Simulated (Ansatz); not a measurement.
Born–Oppenheimer molecular dynamics of a 25-atom Al2O3 cell at 10.95 Å³/atom, computed with Ansatz: Langevin thermostat at 1400 K, 240 steps of 2.0 fs, friction 0.03 1/fs. The run is short and the cell small, so it isn't an equilibrium average.

```yaml
crystal:
  lattice:
    - [6.176618, 0.040383, 0.195782]
    - [0.040383, 6.539663, -0.364567]
    - [0.195782, -0.364567, 6.804297]
  atoms:
    - { symbol: Al, position: [0.3442664767, 0.1920304394, 0.1539394974] }
    - { symbol: Al, position: [0.3266286175, 0.8688528145, 0.4171528422] }
    - { symbol: Al, position: [0.8034863836, 0.8447226509, 0.3603155328] }
    - { symbol: Al, position: [0.9055418049, 0.8896162218, 0.0008453932] }
    - { symbol: Al, position: [0.5886519411, 0.5650567985, 0.624394157] }
    - { symbol: Al, position: [0.8220734558, 0.374181063, 0.1811823757] }
    - { symbol: Al, position: [0.1132500273, 0.1415099272, 0.6821497925] }
    - { symbol: Al, position: [0.3646278805, 0.6005959816, 0.0633888324] }
    - { symbol: Al, position: [0.5639260711, 0.1243656001, 0.7525151289] }
    - { symbol: Al, position: [0.0871395517, 0.5956214763, 0.6379173136] }
    - { symbol: O, position: [0.2775424324, 0.5983612967, 0.4523820615] }
    - { symbol: O, position: [0.3106245763, 0.5720338052, 0.7994386402] }
    - { symbol: O, position: [0.4792326479, 0.8949025337, 0.170436227] }
    - { symbol: O, position: [0.5692469399, 0.880714138, 0.5862133797] }
    - { symbol: O, position: [0.3029068272, 0.0498983409, 0.8755573222] }
    - { symbol: O, position: [0.2927891849, 0.1585648461, 0.4062300718] }
    - { symbol: O, position: [0.1265196675, 0.361735343, 0.1205569951] }
    - { symbol: O, position: [0.6796607597, 0.3132581681, 0.6039951007] }
    - { symbol: O, position: [0.5850106666, 0.4331798593, 0.1180986907] }
    - { symbol: O, position: [0.0285012176, 0.8511290682, 0.5132075581] }
    - { symbol: O, position: [0.8773173297, 0.0820586614, 0.240188137] }
    - { symbol: O, position: [0.7843573903, 0.5924164688, 0.377553071] }
    - { symbol: O, position: [0.1013283231, 0.7550530272, 0.1157425262] }
    - { symbol: O, position: [0.841232489, 0.6678101373, 0.7964220896] }
    - { symbol: O, position: [0.878797511, 0.1049979587, 0.8321326503] }
  symmetry: { detect: false }
basis:
  ecutwfc: 420
kpoints:
  mp_grid: { grid: [1, 1, 1], shift: [0.0, 0.0, 0.0] }
hamiltonian:
  xc: pbe
scf:
  occupations: { method: fermi_dirac, width: 0.1206 }
  lower_state_search: "off"
  convergence: { dr2_threshold: 1.0e-06 }
output:
  forces: true
  stress: true
md:
  timestep: 2.0
  n_steps: 240
  ensemble: nvt_langevin
  friction: 0.03
  temperature: 1400.0
  initial_velocities: maxwell_boltzmann
  seed: 96410
```

```bash
ansatz run input.yaml --threads 2 --pin off --max-ram 5120MiB --backend cpu --events-out ev --progress --plain --runs-dir out
```

These are results of DFT PBE, scalar-relativistic, plane waves, PAW in Ansatz, not measurements.

4 frames, positions in Å (not wrapped into the cell) and forces in eV/Å:

```xyz
25
Lattice="6.177 0.040 0.196 0.040 6.540 -0.365 0.196 -0.365 6.804" Properties=species:S:1:pos:R:3:forces:R:3 pbc="T T T" time_fs=0.0 temperature_K=1344 free_energy_over_first_frame_eV=0.000
Al    2.164    1.214    1.045   -1.440   -0.840   -0.050
Al    2.134    5.543    2.586   -0.790   -0.200   -1.270
Al    5.067    5.425    2.301    0.770    3.220    1.520
Al    5.629    5.854   -0.141    1.040    0.840   -1.770
Al    3.781    3.491    4.158   -0.290    1.900   -0.670
Al    5.128    2.414    1.257    6.630   -1.920    2.580
Al    0.839    0.681    4.612   -0.730   -1.980   -0.430
Al    2.289    3.919    0.284   -3.520    1.150    0.370
Al    3.636    0.562    5.185    2.780   -0.800   -1.650
Al    0.687    3.666    4.140   -1.670    2.600    0.980
O     1.827    3.759    2.914    4.530   -0.670   -2.070
O     2.098    3.462    5.292    1.950   -0.960    0.250
O     3.030    5.810    0.927    0.890   -1.610    0.390
O     3.666    5.569    3.779   -0.400    0.100   -1.220
O     2.044    0.019    5.999    1.680    2.570   -1.180
O     1.894    0.901    2.764   -1.030   -1.130    3.680
O     0.820    2.327    0.713    0.350    0.560   -0.490
O     4.329    1.856    4.129   -1.060   -1.070    1.280
O     3.654    2.813    0.760   -5.890   -1.250   -3.160
O     0.311    5.380    3.187    2.090    3.490    2.010
O     5.469    0.484    1.776   -2.110   -0.660   -1.520
O     4.943    3.768    2.507   -0.580   -3.030    0.530
O     0.679    4.900    0.532   -0.820    0.260   -0.180
O     5.379    4.111    5.340   -0.320    0.020    0.550
O     5.595    0.419    5.796   -2.060   -0.590    1.520
25
Lattice="6.177 0.040 0.196 0.040 6.540 -0.365 0.196 -0.365 6.804" Properties=species:S:1:pos:R:3:forces:R:3 pbc="T T T" time_fs=160.0 temperature_K=1493 free_energy_over_first_frame_eV=-2.415
Al    1.915    1.182    1.005    1.650   -0.300    0.440
Al    1.947    5.520    2.086   -3.140    1.640    3.480
Al    5.067    5.644    2.608    1.670   -4.050    2.780
Al    5.411    5.690    0.062   -0.490    1.940   -1.240
Al    3.583    3.576    4.076    0.530    2.150   -1.310
Al    5.145    2.371    1.444   -0.820   -2.370   -1.260
Al    0.638    0.715    4.737    1.700   -1.940   -0.540
Al    1.875    3.721    0.244   -0.790   -1.450   -0.480
Al    3.830    0.740    5.295    0.790   -0.590   -1.230
Al    0.705    3.873    4.088   -0.150   -0.230    0.240
O     1.922    3.870    2.620    1.920   -1.500    1.410
O     2.161    3.220    5.127   -1.910    1.820    0.850
O     3.000    5.998    0.907    0.760    0.880   -2.610
O     3.850    5.589    3.765   -1.980    0.320    1.590
O     2.183    0.607    5.736   -1.660   -0.610    0.920
O     1.303    0.987    2.738    1.040   -1.200    1.530
O     0.653    2.311    0.688   -0.400    1.210   -1.290
O     4.237    2.006    4.133    1.260   -2.030    0.580
O     3.329    2.753    0.641    0.950   -2.220    0.130
O     0.590    5.514    3.571   -1.400    3.470   -0.580
O     5.174    0.301    1.916    0.390    3.200   -3.090
O     5.181    3.742    2.437   -1.130    2.350    2.210
O     0.648    4.944    0.637    0.740    1.210    0.020
O     5.396    4.273    5.490    0.520   -1.460   -0.810
O     5.407    0.499    6.268   -0.050   -0.220   -1.750
25
Lattice="6.177 0.040 0.196 0.040 6.540 -0.365 0.196 -0.365 6.804" Properties=species:S:1:pos:R:3:forces:R:3 pbc="T T T" time_fs=320.0 temperature_K=1198 free_energy_over_first_frame_eV=-4.317
Al    1.631    1.125    0.676    0.260    1.650    0.430
Al    2.352    5.870    2.020   -0.540   -0.590    1.980
Al    5.533    5.494    2.229   -0.470    0.770    1.490
Al    5.133    5.806   -0.338   -0.250   -0.390   -0.140
Al    3.664    3.430    3.657    0.600    0.580   -0.280
Al    5.013    2.204    1.263    1.650    2.300    0.220
Al    0.678    0.898    4.500   -0.830   -0.930   -0.630
Al    2.232    3.842    0.336   -2.120   -0.330   -0.630
Al    3.814    0.720    4.974    0.590    0.010   -2.030
Al    1.103    4.312    4.155   -1.350   -1.100    0.820
O     2.066    4.025    2.606    2.190   -0.730    0.970
O     2.306    3.530    5.200    1.120   -0.250   -1.210
O     3.048    5.547    0.230    1.830    0.830    1.390
O     3.780    6.028    3.217    0.370   -0.970   -0.210
O     2.132    0.618    5.590   -0.710   -0.070    0.220
O     1.642    1.109    2.618    0.900   -0.860   -1.120
O     0.577    2.528    0.492    0.390   -0.350   -0.510
O     4.670    1.928    3.914   -1.210    0.490    1.040
O     3.452    2.437    0.544   -2.610   -0.320   -0.910
O     0.638    5.804    3.381   -0.720    0.690   -0.470
O     5.305    0.538    1.523   -0.290   -3.500    0.080
O     4.842    3.794    2.238   -0.010    0.660    0.290
O     0.725    5.124    0.884    0.070    0.940   -1.290
O     5.674    4.168    5.219    0.420    0.800    0.640
O     5.318    0.331    5.797    0.730    0.670   -0.110
25
Lattice="6.177 0.040 0.196 0.040 6.540 -0.365 0.196 -0.365 6.804" Properties=species:S:1:pos:R:3:forces:R:3 pbc="T T T" time_fs=480.0 temperature_K=1324 free_energy_over_first_frame_eV=-4.199
Al    1.977    1.310    0.864   -0.600   -0.470    0.660
Al    2.601    5.590    2.209   -2.810    1.770   -1.950
Al    5.329    5.536    2.277    2.890    2.770   -3.130
Al    5.134    5.957   -0.403    1.110   -1.200    0.870
Al    3.926    3.785    3.690   -0.330   -2.610    2.140
Al    5.077    2.387    1.324    1.460   -2.030    0.280
Al    0.895    0.466    4.578    1.950    0.270   -2.220
Al    1.689    3.961    0.030    0.060    1.730   -0.500
Al    4.033    1.400    5.458   -1.780    0.140   -1.880
Al    0.810    3.880    3.604    0.120    0.700    1.150
O     2.115    3.820    2.320    0.900    1.050    0.300
O     2.290    3.485    4.860   -1.040    0.670    0.960
O     3.303    5.506    0.524    0.350   -0.450   -0.760
O     3.949    5.542    3.259   -0.860   -0.240    1.630
O     2.195    0.537    5.694    2.810    0.680    1.610
O     1.916    0.821    2.715    0.410    0.370   -1.870
O     0.660    2.527    0.532    0.760   -0.410   -0.860
O     4.158    1.950    3.748    0.850    1.170    2.080
O     3.484    2.479    0.506   -0.520   -0.710   -2.720
O     0.598    5.689    3.088    0.420   -1.470    1.070
O     5.057    0.643    1.507    0.110   -1.840    0.240
O     5.460    3.737    2.327   -1.250    0.780    1.890
O     0.538    5.402    0.275   -0.810   -1.040   -0.160
O     5.558    4.235    5.011   -1.070   -0.240    0.000
O     5.622    0.488    5.649   -3.130    0.620    1.160
```

Over the second half the temperature averages 1309 K and the pressure (kinetic part included, positive in compression) -3.5 GPa. Mean square displacements at the end: Al 0.25 Å², O 0.14 Å² (from the start of this run, the atoms' common shift taken off).

One k point is coarse for so small a cell, so forces and above all the pressure are rough.

It took 4.3 min on 2 threads of AMD EPYC 7R43 64-Core Processor (Zen 3), with other jobs on the host, peak memory 0.43 GiB.